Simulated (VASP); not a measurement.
CaF2 (Fluorite): band structure with TB-mBJ

The system is CaF2 (Fluorite).

```
Ca F
1.0
     0.00000    2.73100    2.73100
     2.73100    0.00000    2.73100
     2.73100    2.73100    0.00000
Ca F
1 2
Direct
  0.00000 0.00000 0.00000
  0.75000 0.75000 0.75000
  0.25000 0.25000 0.25000
```

- Program: VASP 6.6.1
- Task: band structure
- Functional: TB-mBJ
- Potentials or basis: VASP PAW PBE potentials, release 64 (Ca_sv, F)
- Cutoff: 520 eV
- k mesh: 8 × 8 × 8
- Occupations: gaussian, width 0.02 eV
- Spin: no spin polarisation
- Ladder: gaps
- Further INCAR settings: ALGO = Normal; EDIFF = 1e-06; NBANDS = 19

```
Band gap on the k mesh  : 10.24 eV, direct
Band gap along the path : 10.24 eV, direct
```

Levels at the corners of the path, in eV from the valence-band top:
```csv
point,band 9,band 10,band 11,band 12,band 13,band 14,band 15,band 16
Γ,-1.72,-0.19,-0.19,-0.19,10.55,10.55,11.28,11.71
X,-1.33,-0.30,-0.30,0.00,10.24,10.41,11.15,11.35
X,-1.33,-0.30,-0.30,0.00,10.24,10.41,11.15,11.35
W,-0.83,-0.83,-0.23,-0.07,10.45,10.77,10.77,10.99
W,-0.83,-0.83,-0.23,-0.07,10.45,10.77,10.77,10.99
K,-1.20,-0.52,-0.35,-0.08,10.37,10.63,11.02,11.05
K,-1.20,-0.52,-0.35,-0.08,10.37,10.63,11.02,11.05
Γ,-1.72,-0.19,-0.19,-0.19,10.55,10.55,11.28,11.71
Γ,-1.72,-0.19,-0.19,-0.19,10.55,10.55,11.28,11.71
L,-0.98,-0.91,-0.68,-0.68,10.64,10.75,10.75,11.48
L,-0.98,-0.91,-0.68,-0.68,10.64,10.75,10.75,11.48
U,-1.20,-0.52,-0.35,-0.08,10.37,10.63,11.02,11.05
U,-1.20,-0.52,-0.35,-0.08,10.37,10.63,11.02,11.05
W,-0.83,-0.83,-0.23,-0.07,10.45,10.77,10.77,10.99
W,-0.83,-0.83,-0.23,-0.07,10.45,10.77,10.77,10.99
L,-0.98,-0.91,-0.68,-0.68,10.64,10.75,10.75,11.48
L,-0.98,-0.91,-0.68,-0.68,10.64,10.75,10.75,11.48
K,-1.20,-0.52,-0.35,-0.08,10.37,10.63,11.02,11.05
U,-1.20,-0.52,-0.35,-0.08,10.37,10.63,11.02,11.05
X,-1.33,-0.30,-0.30,0.00,10.24,10.41,11.15,11.35
```

It took 100 s on 1 thread of Intel(R) Xeon(R) 6975P-C (Granite Rapids) (shared host), peak memory 0.2 GiB.
